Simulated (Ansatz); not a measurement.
LiI:
```cif
data_ILi
_chemical_formula_sum 'Li1 I1'
_space_group_name_H-M_alt 'P 1'
_space_group_IT_number 1
_cell_length_a 4.17350
_cell_length_b 4.17350
_cell_length_c 4.17350
_cell_angle_alpha 60.000
_cell_angle_beta 60.000
_cell_angle_gamma 60.000
loop_
_space_group_symop_operation_xyz
  'x, y, z'
loop_
_atom_site_label
_atom_site_type_symbol
_atom_site_fract_x
_atom_site_fract_y
_atom_site_fract_z
_atom_site_occupancy
Li1 Li 0.00000 0.00000 0.00000 1
I1 I 0.50000 0.50000 0.50000 1
```

Relaxed with PBEsol.

Question: Decompose the optical modes at the zone centre into irreducible representations, and say which are infrared and Raman allowed.

Answer: Point group m-3m: Γ_opt = T1u. Infrared: T1u. Raman: none.

Question: Assign frequencies (DFPT, DFT-PBEsol in the program Ansatz with PAW potentials; without the LO–TO term).

Answer: T1u 158 cm⁻¹.

Space group Fm-3m (rock salt). Symmetry was held in the PBEsol relaxation; of distortions, only those at the zone centre were tested. Spin–orbit coupling is left out wherever it is not named.

Potentials: the later of the program's two PAW sets.
